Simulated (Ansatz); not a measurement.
# Convergence of BaTe

```xyz
2
Lattice="0.0000 3.4100 3.4100 3.4100 0.0000 3.4100 3.4100 3.4100 0.0000" Properties=species:S:1:pos:R:3 pbc="T T T"
Ba    0.0000    0.0000    0.0000
Te    3.4100    3.4100    3.4100
```

Atoms are numbered in the order listed.

Conventional cell: a = 6.820 Å, b = 6.820 Å, c = 6.820 Å, α = 90.00°, β = 90.00°, γ = 90.00°. Around Ba (atom 1) lie 6 Te at 3.41 Å. Around Te (atom 2) lie 6 Ba at 3.41 Å.

The cell is COD entry 1010423, as deposited and not checked against the literature; nothing was relaxed. It is an old determination, and later ones may differ.

No spin–orbit coupling, which matters for the heavy atoms here.

Computed with DFT, PBE, all-electron LAPW, scalar-relativistic (Ansatz 0.2.0).

Numerical set-up: a Γ-centred 10×10×10 k mesh, Fermi–Dirac smearing of 0.05 eV, basis error target 0.25 meV/atom, no spin polarisation. One setting is then changed at a time.

```tsv
k mesh	free energy less the base's (meV/atom)	P (GPa)	gap on the mesh (eV)	cutoff chosen (eV)
10×10×10 (base)	0.0	3.81	1.428	160
3×3×3	28.4	4.13	1.672	160
5×5×5	1.3	3.83	1.525	160
8×8×8	0.0	3.81	1.428	160
14×14×14	0.0	3.81	1.428	160
```
